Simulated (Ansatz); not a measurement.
Consider AlGaN2 (heterobilayer).

The cell holds 4 atoms: 1 Ga, 2 N and 1 Al. Cell: a = 3.143 Å, b = 3.143 Å, c = 30.900 Å, α = 90.0°, β = 90.0°, γ = 120.0°. Regions: layer 1 (GaN-hc), 2 atoms (1 Ga and 1 N); layer 2 (AlN-hc), 2 atoms (1 Al and 1 N). Vacuum lies along c.

```xyz
4
Lattice="3.1433 0.0000 0.0000 -1.5717 2.7222 0.0000 0.0000 0.0000 30.9000" Properties=species:S:1:pos:R:3
Ga    0.0000    1.8148   13.5480
N     1.5717    0.9074   13.5280
Al    0.0000    1.8148   17.3620
N     1.5717    0.9074   17.3720
```

The structure was relaxed with PBEsol-D3(BJ). The runs that relaxed it are not among those shown.

Gaps computed with Ansatz 0.2.0 without a self-energy: PBEsol 2.04 eV, PBEsol+SOC 2.04 eV and HSE06 3.23 eV.

Q: What gap should G0W0 on PBEsol give (6×6×1 mesh, 389 empty bands, screening to 75 eV, PAW set soft_1 files)?

About 3.79 eV: on its mesh the run moves the gap from 2.04 eV by +1.75 eV. Among the scalar-relativistic levels given, HSE06 is nearest (−0.56 eV). Bands and cutoff are finite, so the gap is not at the basis limit. The miss can reach some tenths of an eV and take either sign; the mesh is an error of its own. The mesh in the plane is coarse for a sheet; gap and any exciton binding can still move on denser ones. The many-body steps are scalar-relativistic: spin-orbit coupling is not in them.

[Paths, hosts, dates, memory and timing lines, banners, echoed tables and standing remarks are left out of the program output.]

[Logs are printed without paths, hosts, clocks, repeated set-up lines and the standing remarks that a program may print on its own settings, such as how far it seeks lower states.]

[Runs of the session that timed out or met a known fault of the program may be left out.]

[Cells called generated may have been cut or substituted from an entry of the Crystallography Open Database or the Materials Project.]

[Hosts, paths, dates, database ids (printed as entryN), source tags and the programs' standing remarks are cut or masked in the printed files.]
